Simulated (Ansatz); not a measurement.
input.yaml

```yaml
crystal:
  lattice:
    - [2.7608, 0.0, 0.0]
    - [-1.3804, 2.3909229348, 0.0]
    - [0.0, 0.0, 4.4582]
  atoms:
    - { symbol: Re, position: [0.3333333333, 0.6666666667, 0.25] }
    - { symbol: Re, position: [0.6666666667, 0.3333333333, 0.75] }
basis:
  ecutwfc: 420
kpoints:
  mp_grid: { grid: [18, 18, 10] }
hamiltonian:
  xc: pbe
scf:
  occupations: { method: gaussian, width: 0.1 }
output:
  forces: true
  stress: true
  eigenvalues: true
  populations: true
```

Launched with
```bash
ansatz run input.yaml --threads 1 --pin off --max-ram 2560MiB --backend cpu --events-out ev --progress --plain --runs-dir out
```

Method: Ansatz 0.2.0, DFT PBE, scalar-relativistic, plane waves, PAW.

Part of what the program printed, abridged (iterations and final results):

```
SCF iter   1: F=—  HF=-21736.144456 eV  |F-HF|=—  |Δ(HF+E_count)|=         —  Δρ=7.87e-3  dr2=6.32e-3  ethr=1.77e-3  ⟨swp⟩=5.2  Hψ=18789  notcnv=0
SCF iter   2: F=—  HF=-21736.146902 eV  |F-HF|=—  |Δ(HF+E_count)|=   2.45e-3  Δρ=4.71e-3  dr2=2.39e-3  ethr=2.11e-5  ⟨swp⟩=1.4  Hψ=6404  notcnv=0
SCF iter   3: F=—  HF=-21736.147981 eV  |F-HF|=—  |Δ(HF+E_count)|=   1.08e-3  Δρ=2.51e-4  dr2=6.39e-6  ethr=7.96e-6  ⟨swp⟩=2.5  Hψ=5676  notcnv=0
SCF iter   4: F=—  HF=-21736.147941 eV  |F-HF|=—  |Δ(HF+E_count)|=   4.00e-5  Δρ=6.06e-5  dr2=5.84e-7  ethr=2.13e-8  ⟨swp⟩=2.0  Hψ=7055  notcnv=0
SCF iter   5: F=-21736.147941 eV  HF=-21736.147941 eV  |F-HF|=4.19e-9  |Δ(HF+E_count)|=   7.95e-8  Δρ=1.10e-5  dr2=1.89e-8  ethr=1.95e-9  ⟨swp⟩=2.0  Hψ=6832  notcnv=0
SCF iter   6: F=-21736.147941 eV  HF=-21736.147941 eV  |F-HF|=4.37e-11  |Δ(HF+E_count)|=  2.58e-10  Δρ=2.77e-6  dr2=6.45e-10  ethr=6.29e-11  ⟨swp⟩=2.2  Hψ=14336  notcnv=0
SCF 1 converged in 6 iterations: F = -21736.147941 eV  dr2 = 6.45e-10
SCF converged after 6 iterations
Free energy (F): -21736.147941 eV
Harris-Foulkes:  -21736.147941 eV  (|F-HF|=4.37e-11)
Internal energy: -21736.139794 eV  (E = F + TS)
E sigma→0 (E₀):  -21736.143868 eV
Entropy (-TS):   -0.008147 eV (-4.073 meV/atom)
Fermi energy:    23.971638 eV
--- Per-component energies (eV) ---
  E_band       = -143.001940
  E_kinetic    = 1083.172285
  E_local      = -1514.941333  (includes V_loc(G=0)·N_el)
  E_nonlocal   = 96.757023
  E_hartree    = 543.852711
  E_xc         = -808.428339
  E_vxc        = -608.774066  (∫ρ·V_xc dr)
  E_paw        = -17317.956790  (= ΣΔE_a)
  E_vpaw       = -286.921050  (= ΣTr[D̂ρ^β])
  E_aug_tail   = -0.000151  (compensation charges beyond the density's cutoff)
  E_ewald      = -3818.595200
  E_smearing   = -0.008147  (= −TS)
--- Forces (eV/Å), atoms counted from 1 ---
  atom   1  Re     0.00000000     0.00000000     0.00000000
  atom   2  Re     0.00000000     0.00000000     0.00000000
--- Stress (GPa, compression-positive) ---
        5.897200       0.000000       0.000000
        0.000000       5.897200       0.000000
        0.000000       0.000000       6.286107
  P = ⅓ Tr σ = 6.0268 GPa (60.268 kbar)
--- Band table (eV; the first three rows and the last of 222) ---
  k-point 0: bands = ["-55.7868", "-55.6633", "-18.3102", "-17.2529", "-17.2529", "-17.0772", "-17.0772", "-17.0566", "14.1287", "17.3632", "22.4132", "22.4132", "22.4146", "23.2519", "23.2519", "24.1822", "24.1822", "24.5995", "27.3642"]
  k-point 1: bands = ["-55.7838", "-55.6664", "-18.2815", "-17.2487", "-17.2487", "-17.0895", "-17.0816", "-17.0816", "14.2496", "17.3708", "22.3420", "22.3519", "22.3519", "23.1754", "23.1754", "24.2539", "24.3540", "24.3540", "27.3797"]
  k-point 2: bands = ["-55.7751", "-55.6752", "-18.1976", "-17.2363", "-17.2363", "-17.1842", "-17.0942", "-17.0942", "14.6008", "17.3701", "22.1452", "22.2377", "22.2377", "22.9765", "22.9765", "23.4358", "24.7899", "24.7899", "27.3827"]
  k-point 221: bands = ["-55.6413", "-55.6413", "-18.0560", "-18.0560", "-17.7957", "-17.7957", "-17.2839", "-17.2839", "19.4381", "19.4381", "20.2606", "20.2606", "21.8417", "21.8417", "24.0535", "24.0535", "27.3538", "27.3538", "33.5393"]
--- Löwdin populations: 2 sites ---
  site symbol q [e]
     0     Re     14.8470
     1     Re     14.8470
  spilling = 0.010197 (of n_electrons = 30.000000)
```

The calculation finished and met its thresholds.

It took 6.5 s on 1 thread of Arm Neoverse V1 (shared host), peak memory 0.36 GiB.

Spin–orbit coupling is left out, which can shift energies with elements as heavy as these.